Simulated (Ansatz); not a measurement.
PbSe, a slab with vacuum:

```
CELL_PARAMETERS angstrom
4.41489 0.00000 0.00000
-0.01031 4.41488 0.00000
-2.20229 -2.20744 12.00080
ATOMIC_POSITIONS crystal
Pb 0.80684 0.80730 0.61844
Pb 0.18545 0.19981 0.38238
Se 0.28733 0.32315 0.62319
Se 0.68427 0.69990 0.37796
```

- Program: Ansatz 0.2.0
- Task: single point
- Functional: PBE
- Potentials or basis: all-electron LAPW, scalar-relativistic
- Cutoff: 219 eV (chosen from the basis error)
- Basis error allowed: 0.001 eV/atom
- k mesh: 6 × 6 × 3
- Occupations: fermi-dirac, width 0.05 eV
- Spin: no spin polarisation

On this cell: largest force 0.250 eV/Å; band gap on the k mesh 1.56 eV, direct.

The same run follows on a disturbed copy (atoms moved at random, drawn with an rms of 0.05 Å):

```xyz
4
Lattice="4.4149 0.0000 0.0000 -0.0103 4.4149 0.0000 -2.2023 -2.2074 12.0008" Properties=species:S:1:pos:R:3 pbc="T T T"
Pb    2.2178    2.1941    7.4713
Pb   -0.0708    0.0675    4.5807
Se   -0.1264    0.0790    7.5038
Se    2.1602    2.2009    4.5453
```

Q: What does the disturbed cell give?

A: The energy moves by +6.7 meV/atom; largest force 0.364 eV/Å; band gap on the k mesh 1.51 eV, direct.

Forces on the atoms (eV/Å):
```
Pb  -0.063  0.049 -0.355
Pb   0.020 -0.022  0.350
Se   0.103 -0.093 -0.256
Se  -0.061  0.067  0.260
```

Stress tensor (GPa, compression positive):
```
-0.21 -0.08  0.08
-0.08 -0.23 -0.09
 0.08 -0.09 -1.22
```

Caveats: spin-orbit coupling is left out, which as a rule narrows the gap of such compounds by several tenths of an eV.

A k mesh can miss the band edges.
